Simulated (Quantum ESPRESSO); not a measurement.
A calculation with Quantum ESPRESSO 7.5 of TiC (native input, structure typed inline):

File pw.in:

```
&CONTROL
  calculation = 'scf'
  prefix = 'pwscf'
  outdir = './tmp'
  pseudo_dir = './pseudo'
  tprnfor = .true.
  tstress = .true.
  disk_io = 'low'
/
&SYSTEM
  ibrav = 0
  nat = 2
  ntyp = 2
  ecutwfc = 55
  ecutrho = 440
  nbnd = 14
  occupations = 'smearing'
  smearing = 'fd'
  degauss = 0.00367493
/
&ELECTRONS
  conv_thr = 4d-10
  electron_maxstep = 120
  mixing_beta = 0.5
/
ATOMIC_SPECIES
Ti    47.8670 ti_pbe_v1.4.uspp.F.UPF
C     12.0110 C.pbe-n-kjpaw_psl.1.0.0.UPF
CELL_PARAMETERS angstrom
   0.0000000000    2.1657188437    2.1657188437
   2.1657188437    0.0000000000    2.1657188437
   2.1657188437    2.1657188437    0.0000000000
ATOMIC_POSITIONS crystal
Ti     0.0000000000    0.0000000000    0.0000000000
C      0.5000000000    0.5000000000    0.5000000000
K_POINTS automatic
11 11 11 0 0 0
```

The input pp_density.in:

```
&INPUTPP
  prefix = 'pwscf'
  outdir = './tmp'
  filplot = 'density.dat'
  plot_num = 0
/
&PLOT
  nfile = 1
  filepp(1) = 'density.dat'
  iflag = 3
  output_format = 6
  fileout = 'density.cube'
/
```

The input pp_potential.in:

```
&INPUTPP
  prefix = 'pwscf'
  outdir = './tmp'
  filplot = 'potential.dat'
  plot_num = 11
/
&PLOT
  nfile = 1
  filepp(1) = 'potential.dat'
  iflag = 3
  output_format = 6
  fileout = 'potential.cube'
/
```

Potentials or basis: SSSP 1.3 efficiency PBE.

Launch:

```sh
$ OMP_NUM_THREADS=1 pw.x -in pw.in > pw.out
$ OMP_NUM_THREADS=1 pp.x -in pp_density.in > pp_density.out
$ OMP_NUM_THREADS=1 pp.x -in pp_potential.in > pp_potential.out
```

The cell is a database's computed one.

Problem. Write the same calculation in another form: ASE script, Cartesian positions.

Solution. As run:

run.py

```python
import numpy as np
from ase.calculators.espresso import Espresso, EspressoProfile
from ase.io import read

atoms = read('TiC.xyz')

input_data = {
    'control': {'calculation': 'scf', 'prefix': 'pwscf', 'outdir': './tmp', 'tprnfor': True, 'tstress': True, 'disk_io': 'nowf'},
    'system': {'ecutwfc': 55.0, 'ecutrho': 440.0, 'nbnd': 14, 'occupations': 'smearing', 'smearing': 'fd', 'degauss': 0.00367493},
    'electrons': {'conv_thr': 4e-10, 'electron_maxstep': 120, 'mixing_beta': 0.5},
}
pseudopotentials = {'C': 'C.pbe-n-kjpaw_psl.1.0.0.UPF', 'Ti': 'ti_pbe_v1.4.uspp.F.UPF'}
profile = EspressoProfile(command='pw.x', pseudo_dir='pseudo')
atoms.calc = Espresso(profile=profile, input_data=input_data, pseudopotentials=pseudopotentials, kpts=(11, 11, 11), koffset=(0, 0, 0))

print(f'energy {atoms.get_potential_energy():.8f} eV')
print('forces (eV/A)')
print(np.round(atoms.get_forces(), 6))
print('stress (eV/A^3, Voigt)')
print(np.round(atoms.get_stress(), 8))
print(f'Fermi level {atoms.calc.get_fermi_level():.4f} eV')
```

Contents of TiC.xyz:

```xyz
2
Lattice="0.0000000000 2.1657188437 2.1657188437 2.1657188437 0.0000000000 2.1657188437 2.1657188437 2.1657188437 0.0000000000" Properties=species:S:1:pos:R:3 pbc="T T T"
Ti     0.0000000000      0.0000000000      0.0000000000
C      2.1657188437      2.1657188437      2.1657188437
```

Potentials or basis: SSSP 1.3 efficiency PBE.

The run is started by

```sh
$ OMP_NUM_THREADS=1 python run.py
```

Both were run:

|  | native input, structure typed inline | ASE script, Cartesian positions |
| --- | --- | --- |
| Pressure | 0.2 GPa | 0.2 GPa |
| Band gap on the k mesh | none (metal or under the smearing width) | none (metal or under the smearing width) |

Keys that steer only the numerical path or the files written may differ.
